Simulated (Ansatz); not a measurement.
Cu Kα1 powder pattern (kinematic, no thermal factors).
| 2θ (°) | relative intensity |
| --- | --- |
| 37.36 | 71 |
| 42.37 | 100 |
| 53.87 | 25 |
| 68.56 | 6 |
| 70.83 | 45 |
| 79.67 | 8 |
| 80.77 | 16 |

The pattern is computed from a structure relaxed with Ansatz, DFT PBE, scalar-relativistic, plane waves, PAW. No spin polarisation. Its elements are Pt.

Q: Give the structure.

A: Pt.
Space group I4/mmm (No. 139). a = 3.401 Å, b = 3.401 Å, c = 2.735 Å, α = 90.00°, β = 90.00°, γ = 90.00°
```csv
atom,site,symmetry,x,y,z
Pt,2b,4/mmm,0.0000,0.0000,0.5000
```

A pattern alone doesn't exclude other cells with like lines; this is the one computed.

The cell was found from a structure generator's guess, not taken from experiment.
